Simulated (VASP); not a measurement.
# SnS2 (Berndtite-2T) (P-3m1) in VASP: a series of runs

Aim: see how the results for SnS2 (Berndtite-2T) move with the level of theory and the settings. Levels: PBE, LDA. Tasks: band structure.

Everything below comes from runs of VASP 6.6.1. Logs are shortened: lines on timing, memory, paths and dates and some standing lists are left out, and cuts for length are marked.

**1. The crystal as given**

It takes space group P-3m1 (No. 164, trigonal). The conventional cell has a = 3.667 Å, b = 3.667 Å, c = 5.811 Å, α = 90.00°, β = 90.00°, γ = 120.00°. Sn (site symmetry -3m) has 6 S at 2.58 Å as nearest neighbours. S (site symmetry 3m) has 3 Sn at 2.58 Å as nearest neighbours.

**2. Band structure, PBE**

Input file INCAR:

```
SYSTEM = SnS2
PREC = Accurate
ENCUT = 520
EDIFF = 1E-6
ISMEAR = 0
SIGMA = 0.03
LREAL = .False.
LASPH = .True.
NELM = 80
ALGO = Fast
ISIF = 2
LWAVE = .False.
LCHARG = .False.
GGA = PE
KPAR = 2
```

Input file KPOINTS:

```
regular mesh
0
Gamma
  9 9 5
  0 0 0
```

Input file POSCAR:

```
SnS2                                    
1.0
    3.6670894307      0.0000000000      0.0000000000
   -1.8335447154      3.1757926050      0.0000000000
    0.0000000000     -0.0000000000      5.8110411771
  Sn              S             
     1     2
Direct
     0.0000000000000000    0.0000000000000000    0.0000000000000000
     0.3333333332999970    0.6666666667000030    0.2543524691518261
     0.6666666667000030    0.3333333332999970    0.7456475308481739
```

Input file KPOINTS_OPT:

```
explicit points
213
Reciprocal
 0.0000000000  0.0000000000  0.0000000000 1
 0.0357142857  0.0000000000  0.0000000000 1
 0.0714285714  0.0000000000  0.0000000000 1
 0.1071428571  0.0000000000  0.0000000000 1
 0.1428571429  0.0000000000  0.0000000000 1
 0.1785714286  0.0000000000  0.0000000000 1
[... 205 lines left out ...]
 0.5000000000  0.0000000000  0.0326872400 1
 0.5000000000  0.0000000000 -0.0326872400 1
```

Potentials or basis: VASP PAW PBE potentials, release 64 (Sn_d, S).

Started as:

```sh
> cat potpaw_PBE.64/Sn_d/POTCAR potpaw_PBE.64/S/POTCAR > POTCAR
> mpirun -np 2 vasp_std > vasp.out
```

OUTCAR:

```text
SYSTEM = SnS2
   PREC = Accurate
   ENCUT = 520
   EDIFF = 1E-6
   ISMEAR = 0
   LREAL = .False.
   LASPH = .True.
   NELM = 80
   ISIF = 2
   GGA = PE

 ion  position               nearest neighbor table
   1  0.000  0.000  0.000-   2 2.58   3 2.58   3 2.58   2 2.58   3 2.58   2 2.58
   2  0.333  0.667  0.254-   1 2.58   1 2.58   1 2.58
   3  0.667  0.333  0.746-   1 2.58   1 2.58   1 2.58

  LATTYP: Found a hexagonal cell.
 ALAT       =     3.6670894307
 C/A-ratio  =     1.5846467033

  Lattice vectors:

 A1 = (   3.6670894307,   0.0000000000,   0.0000000000)
 A2 = (  -1.8335447154,   3.1757926050,   0.0000000000)
 A3 = (   0.0000000000,   0.0000000000,   5.8110411771)

Analysis of symmetry for initial positions (statically):
=====================================================================
 Subroutine PRICEL returns:
 Original cell was already a primitive cell.

 Routine SETGRP: Setting up the symmetry group for a
 hexagonal supercell.

 Subroutine GETGRP returns: Found 12 space group operations
 (whereof 12 operations were pure point group operations)
 out of a pool of 24 trial point group operations.

The static configuration has the point symmetry D_3d.

Analysis of symmetry for dynamics (positions and initial velocities):
=====================================================================
 Subroutine PRICEL returns:
 Original cell was already a primitive cell.

 Routine SETGRP: Setting up the symmetry group for a
 hexagonal supercell.

 Subroutine GETGRP returns: Found 12 space group operations
 (whereof 12 operations were pure point group operations)
 out of a pool of 24 trial point group operations.

The dynamic configuration has the point symmetry D_3d.

 Subroutine INISYM returns: Found 12 space group operations
 (whereof 12 operations are pure point group operations),
 and found     1 'primitive' translations

----------------------------------------------------------------------------------------

                                     Primitive cell

  volume of cell :      67.6749

  direct lattice vectors                    reciprocal lattice vectors
     3.667089431  0.000000000  0.000000000     0.272695831  0.157441011  0.000000000
    -1.833544715  3.175792605  0.000000000     0.000000000  0.314882023  0.000000000
     0.000000000  0.000000000  5.811041177     0.000000000  0.000000000  0.172086201

  length of vectors
     3.667089431  3.667089431  5.811041177     0.314882023  0.314882023  0.172086201

  position of ions in fractional coordinates (direct lattice)
     0.000000000  0.000000000  0.000000000
     0.333333333  0.666666667  0.254352469
     0.666666667  0.333333333  0.745647531

  ion indices of the primitive-cell ions
   primitive index   ion index
                 1           1
                 2           2
                 3           3

----------------------------------------------------------------------------------------

 KPOINTS: regular mesh

Automatic generation of k-mesh.
 Grid dimensions read from file:
 generate k-points for:    9    9    5

 Generating k-lattice:

  Cartesian coordinates                     Fractional coordinates (reciprocal lattice)
     0.030299537  0.017493446  0.000000000     0.111111111  0.000000000  0.000000000
     0.000000000  0.034986891  0.000000000     0.000000000  0.111111111  0.000000000
     0.000000000  0.000000000  0.034417240     0.000000000  0.000000000  0.200000000

  Length of vectors
     0.034986891  0.034986891  0.034417240

  Shift w.r.t. Gamma in fractional coordinates (k-lattice)
     0.000000000  0.000000000  0.000000000

 Subroutine IBZKPT returns following result:
 ===========================================

 Found     50 irreducible k-points:

 Following reciprocal coordinates:
            Coordinates               Weight
  0.000000  0.000000  0.000000      1.000000
  0.111111  0.000000  0.000000      6.000000
  0.222222  0.000000  0.000000      6.000000
  0.333333  0.000000  0.000000      6.000000
  0.444444  0.000000  0.000000      6.000000
  0.111111  0.111111  0.000000      6.000000
[... 16 lines left out ...]
  0.222222  0.111111  0.200000     12.000000
 -0.111111  0.333333  0.200000     12.000000
 [... further k-points ...]
   k-points           NKPTS =     50   k-points in BZ     NKDIM =     50   number of bands    NBANDS=     17
   number of dos      NEDOS =    301   number of ions     NIONS =      3
   total plane-waves  NPLWV =  37632
   dimension x,y,z NGX =    28 NGY =   28 NGZ =   48
   dimension x,y,z NGXF=    56 NGYF=   56 NGZF=   96
   ions per type =               1   2
   NGX,Y,Z   is equivalent  to a cutoff of  12.69, 12.69, 13.73 a.u.
   NGXF,Y,Z  is equivalent  to a cutoff of  25.39, 25.39, 27.46 a.u.
 SYSTEM =  SnS2
   PREC   = accura    normal or accurate (medium, high low for compatibility)
   ISTART =      0    job   : 0-new  1-cont  2-samecut
   ICHARG =      2    charge: 1-file 2-atom 10-const
   ISPIN  =      1    spin polarized calculation?
   LNONCOLLINEAR =      F non collinear calculations
   LSORBIT =      F    spin-orbit coupling
   LASPH  =      T    aspherical Exc in radial PAW
   ENCUT  =  520.0 eV  38.22 Ry    6.18 a.u.   6.82  6.82 10.80*2*pi/ulx,y,z
   NELM   =     80;   NELMIN=  2; NELMDL= -5     # of ELM steps
   EDIFF  = 0.1E-05   stopping-criterion for ELM
   LREAL  =      F    real-space projection
   EDIFFG = 0.1E-04   stopping-criterion for IOM
   NSW    =      0    number of steps for IOM
   IBRION =     -1    ionic relax: 0-MD 1-quasi-New 2-CG
   NFREE  =      0    steps in history (QN), initial steepest desc. (CG)
   ISIF   =      2    stress and relaxation
   ISYM   =      2    0-nonsym 1-usesym 2-fastsym
   POTIM  = 0.5000    time-step for ionic-motion
   TEBEG  =    0.0;   TEEND  =   0.0 temperature during run
   PSTRESS=    0.0 pullay stress
   NELECT =      26.0000    total number of electrons
   NUPDOWN=      -1.0000    fix difference up-down
   EMIN   =  10.00;   EMAX   =-10.00  energy-range for DOS
   EFERMI =   0.00;   METHOD = LEGACY
   ISMEAR =     0;   SIGMA  =   0.03  broadening in eV -4-tet -1-fermi 0-gaus
   EFERMI_NEDOS =   21; number of points for ismear=-14 and -15
   IALGO  =     68    algorithm
   IMIX   =      4    mixing-type and parameters
     AMIX     =   0.40;   BMIX     =  1.00
     AMIX_MAG =   1.60;   BMIX_MAG =  1.00
  volume/ion in A,a.u.               =      22.56       152.23
  Fermi-wavevector in a.u.,A,eV,Ry     =   1.190118  2.248997 19.271037  1.416381
  Thomas-Fermi vector in A             =   2.326210
   LORBIT       =      0    0 simple, 1 ext, 2 COOP (PROOUT), +10 PAW based schemes
   GGA     = PE    functional components
   LHFCALC =     F    Hartree Fock is set to
   AEXX    =    0.0000 exact exchange contribution
   IVDW    =     0    specifies the selected vdW correction
   LEPSILON=     F    determine dielectric tensor
   LRPA    =     F    only Hartree local field effects (RPA)
 non-spin polarized calculation
 RMM-DIIS sequential band-by-band and
 Gauss-broadening in eV      SIGMA  =   0.03
  energy-cutoff  :      520.00
  volume of cell :       67.67
 maximum number of plane-waves:      1840
   NGX = 13   NGY = 13   NGZ = 21

 number of electron      26.0000010 magnetization

 Free energy of the ion-electron system (eV)
  ---------------------------------------------------
  ext. energy  EPLUGINS =         0.00000000
  ---------------------------------------------------
  free energy    TOTEN  =       -13.15350176 eV

  energy without entropy =      -13.15350176  energy(sigma->0) =      -13.15350176

 E-fermi :   5.0126     XC(G=0):  -9.6614

 val. band max:        4.8282118173   @ k =   0.0000   0.0000   0.0000
 cond. band min:       6.1347305686   @ k =   0.0000   0.4444   0.4000
 fundamental gap:      1.3065187513
 Fermi energy:         5.0126198534

 k-point     1 :       0.0000    0.0000    0.0000
  band No.  band energies     occupation
      1     -16.1893      2.00000
      2     -16.1893      2.00000
      3     -16.1501      2.00000
      4     -16.1238      2.00000
      5     -16.1238      2.00000
      6      -8.9788      2.00000
[... 9 lines left out ...]
     16      10.1610      0.00000
     17      10.1610      0.00000

 k-point     2 :       0.1111    0.0000    0.0000
  band No.  band energies     occupation
      1     -16.1965      2.00000
      2     -16.1824      2.00000
      3     -16.1448      2.00000
      4     -16.1285      2.00000
      5     -16.1233      2.00000
      6      -8.8432      2.00000
[... 9 lines left out ...]
     16       9.8948      0.00000
     17      10.3948      0.00000

 k-point     3 :       0.2222    0.0000    0.0000
  band No.  band energies     occupation
      1     -16.2175      2.00000
      2     -16.1681      2.00000
      3     -16.1425      2.00000
      4     -16.1263      2.00000
      5     -16.1186      2.00000
      6      -8.4497      2.00000
[... 9 lines left out ...]
     16      10.7443      0.00000
     17      10.7772      0.00000

 k-point     4 :       0.3333    0.0000    0.0000
  band No.  band energies     occupation
      1     -16.2437      2.00000
      2     -16.1599      2.00000
      3     -16.1528      2.00000
      4     -16.1087      2.00000
      5     -16.1050      2.00000
      6      -7.8548      2.00000
[... 9 lines left out ...]
     16      10.8575      0.00000
     17      11.0518      0.00000
[... 343 lines left out ...]
      1     -16.2081      2.00000
      2     -16.1753      2.00000
      3     -16.1358      2.00000
      4     -16.1352      2.00000
      5     -16.1195      2.00000
      6      -8.5170      2.00000
[... 9 lines left out ...]
     16      10.1277      0.00000
     17      10.8771      0.00000

 k-point    23 :       0.2222    0.1111    0.2000
  band No.  band energies     occupation
      1     -16.2281      2.00000
      2     -16.1685      2.00000
      3     -16.1444      2.00000
      4     -16.1247      2.00000
      5     -16.1056      2.00000
      6      -8.0223      2.00000
[... 9 lines left out ...]
     16      10.7374      0.00000
     17      11.0970      0.00000

 k-point    24 :      -0.1111    0.3333    0.2000
  band No.  band energies     occupation
      1     -16.2281      2.00000
      2     -16.1685      2.00000
      3     -16.1444      2.00000
      4     -16.1247      2.00000
      5     -16.1056      2.00000
      6      -8.0211      2.00000
[... 9 lines left out ...]
     16      10.6364      0.00000
     17      11.7617      0.00000

 [... further k-points ...]

------------------------ aborting loop because EDIFF is reached ----------------------------------------

  FORCE on cell =-STRESS in cart. coord.  units (eV):
  Direction    XX          YY          ZZ          XY          YZ          ZX
  --------------------------------------------------------------------------------------
  -------------------------------------------------------------------------------------
  Total        1.0147192      1.0147192      1.0333785     -0.0000000     -0.0000000     -0.0000000
  in kB       24.0230903     24.0230903     24.4648410     -0.0000000     -0.0000000     -0.0000000
  external PRESSURE =      24.1703405 kB  Pullay stress =       0.0000000 kB

 VOLUME and BASIS-vectors are now :
 -----------------------------------------------------------------------------
  energy-cutoff  :      520.00
  volume of cell :       67.67
      direct lattice vectors                 reciprocal lattice vectors
     3.667089431  0.000000000  0.000000000     0.272695831  0.157441011  0.000000000
    -1.833544715  3.175792605  0.000000000     0.000000000  0.314882023  0.000000000
     0.000000000  0.000000000  5.811041177     0.000000000  0.000000000  0.172086201

 POSITION                                       TOTAL-FORCE (eV/Angst)
 -----------------------------------------------------------------------------------
      0.00000      0.00000      0.00000        -0.000000      0.000000     -0.000000
     -0.00000      2.11720      1.47805        -0.000000      0.000000     -0.006437
      1.83354      1.05860      4.33299         0.000000     -0.000000      0.006437
 -----------------------------------------------------------------------------------
    total drift:                               -0.000000     -0.000000     -0.000000

  FREE ENERGIE OF THE ION-ELECTRON SYSTEM (eV)
  ---------------------------------------------------
  free  energy   TOTEN  =       -13.1535017633 eV

  energy  without entropy=      -13.1535017633  energy(sigma->0) =      -13.15350176
```

Wall time 52 s (2 MPI ranks of Intel Xeon 6975P-C (Granite Rapids), shared host); peak memory 0.24 GiB.

Results:

| Quantity | Value |
| --- | --- |
| Free energy | -13.1535 eV |
| Pressure | 2.4 GPa |
| Largest force | 0.006 eV/Å |
| Band gap on the k mesh | 1.31 eV, indirect (least direct gap 1.75 eV) |
| Band gap along the path | 1.29 eV, indirect (least direct gap 1.75 eV) |

Forces in eV/Å, atoms in the order of the input:
```
Sn   0.000  0.000  0.000
S    0.000  0.000 -0.006
S    0.000  0.000  0.006
```

Levels at the corners of the path, in eV from the valence-band top:
| point | band 9 | band 10 | band 11 | band 12 | band 13 | band 14 | band 15 | band 16 | band 17 |
| --- | --- | --- | --- | --- | --- | --- | --- | --- | --- |
| Γ | -0.73 | -0.73 | -0.49 | -0.49 | -0.01 | 1.74 | 3.53 | 5.32 | 5.32 |
| M | -4.36 | -2.86 | -2.62 | -1.18 | -0.37 | 1.63 | 4.36 | 5.81 | 5.92 |
| M | -4.36 | -2.86 | -2.62 | -1.18 | -0.37 | 1.63 | 4.36 | 5.81 | 5.92 |
| K | -3.56 | -3.56 | -3.22 | -1.56 | -1.56 | 1.81 | 6.86 | 6.86 | 7.64 |
| K | -3.56 | -3.56 | -3.22 | -1.56 | -1.56 | 1.81 | 6.86 | 6.86 | 7.62 |
| Γ | -0.73 | -0.73 | -0.49 | -0.49 | -0.01 | 1.74 | 3.53 | 5.32 | 5.32 |
| Γ | -0.73 | -0.73 | -0.49 | -0.49 | -0.01 | 1.74 | 3.53 | 5.32 | 5.32 |
| A | -2.04 | -0.84 | -0.84 | -0.32 | -0.32 | 2.97 | 3.60 | 5.02 | 5.02 |
| A | -2.04 | -0.84 | -0.84 | -0.32 | -0.32 | 2.97 | 3.60 | 5.02 | 5.02 |
| L | -4.88 | -2.43 | -1.85 | -0.84 | -0.78 | 1.38 | 4.58 | 5.43 | 6.37 |
| L | -4.88 | -2.43 | -1.85 | -0.84 | -0.78 | 1.38 | 4.58 | 5.43 | 6.38 |
| H | -4.15 | -4.15 | -3.65 | -0.38 | -0.38 | 2.92 | 5.22 | 5.22 | 6.90 |
| H | -4.15 | -4.15 | -3.65 | -0.38 | -0.38 | 2.92 | 5.22 | 5.22 | 6.90 |
| A | -2.04 | -0.84 | -0.84 | -0.32 | -0.32 | 2.97 | 3.60 | 5.02 | 5.02 |
| L | -4.88 | -2.43 | -1.85 | -0.84 | -0.78 | 1.38 | 4.58 | 5.43 | 6.37 |
| M | -4.36 | -2.86 | -2.62 | -1.18 | -0.37 | 1.63 | 4.36 | 5.81 | 5.92 |
| K | -3.56 | -3.56 | -3.22 | -1.56 | -1.56 | 1.81 | 6.86 | 6.86 | 7.68 |
| H | -4.15 | -4.15 | -3.65 | -0.38 | -0.38 | 2.92 | 5.22 | 5.22 | 6.90 |

Caveat: spin-orbit coupling is left out, which moves the levels of the heavy elements; this functional lacks dispersion, which binds the layers, so the pressure and a relaxed spacing across them are unreliable.

**3. Band structure, LDA**

INCAR: that of step 2 with these lines changed.

```diff
@@ -13,3 +13,2 @@
 LCHARG = .False.
-GGA = PE
 KPAR = 2
```

KPOINTS is that of step 2.

POSCAR is that of step 2.

KPOINTS_OPT is that of step 2.

Potentials or basis: VASP PAW LDA potentials, release 64 (Sn_d, S).

Started as:

```sh
> cat potpaw_LDA.64/Sn_d/POTCAR potpaw_LDA.64/S/POTCAR > POTCAR
> mpirun -np 2 vasp_std > vasp.out
```

Run time: 54 s. Hardware: 2 MPI ranks of Intel Xeon 6975P-C (Granite Rapids), shared host; peak memory 0.22 GiB.

It converged, with:

```yaml
Free_energy: -15.0575 eV
Pressure: -2.4 GPa
Largest_force: 0.218 eV/Å
Band_gap_on_the_k_mesh: 1.14 eV, indirect (least direct gap 1.53 eV)
Band_gap_along_the_path: 1.12 eV, indirect (least direct gap 1.53 eV)
```

Forces in eV/Å, atoms in the order of the input:
```
Sn   0.000  0.000  0.000
S    0.000  0.000 -0.218
S    0.000  0.000  0.218
```

Stress tensor (GPa, compression positive):
```
-2.47  0.00  0.00
 0.00 -2.47  0.00
 0.00  0.00 -2.23
```

Levels at the corners of the path, in eV from the valence-band top:
```tsv
point	band 9	band 10	band 11	band 12	band 13	band 14	band 15	band 16	band 17
Γ	-0.76	-0.76	-0.50	-0.50	-0.01	1.51	3.31	5.15	5.15
M	-4.43	-2.92	-2.67	-1.25	-0.37	1.49	4.14	5.61	5.76
M	-4.43	-2.92	-2.67	-1.25	-0.37	1.49	4.14	5.61	5.76
K	-3.62	-3.62	-3.29	-1.62	-1.62	1.64	6.72	6.72	7.48
K	-3.62	-3.62	-3.29	-1.62	-1.62	1.64	6.72	6.72	7.46
Γ	-0.76	-0.76	-0.50	-0.50	-0.01	1.51	3.31	5.15	5.15
Γ	-0.76	-0.76	-0.50	-0.50	-0.01	1.51	3.31	5.15	5.15
A	-2.13	-0.86	-0.86	-0.33	-0.33	2.82	3.38	4.84	4.84
A	-2.13	-0.86	-0.86	-0.33	-0.33	2.82	3.38	4.84	4.84
L	-4.97	-2.48	-1.88	-0.88	-0.80	1.23	4.36	5.22	6.24
L	-4.97	-2.48	-1.88	-0.88	-0.80	1.23	4.36	5.22	6.25
H	-4.23	-4.23	-3.74	-0.39	-0.39	2.81	5.02	5.02	6.70
H	-4.23	-4.23	-3.74	-0.39	-0.39	2.81	5.02	5.02	6.70
A	-2.13	-0.86	-0.86	-0.33	-0.33	2.82	3.38	4.84	4.84
L	-4.97	-2.48	-1.88	-0.88	-0.80	1.23	4.36	5.22	6.24
M	-4.43	-2.92	-2.67	-1.25	-0.37	1.49	4.14	5.61	5.76
K	-3.62	-3.62	-3.29	-1.62	-1.62	1.64	6.72	6.72	7.49
H	-4.23	-4.23	-3.74	-0.39	-0.39	2.81	5.02	5.02	6.70
```

Caveat: spin-orbit coupling is left out, which moves the levels of the heavy elements.
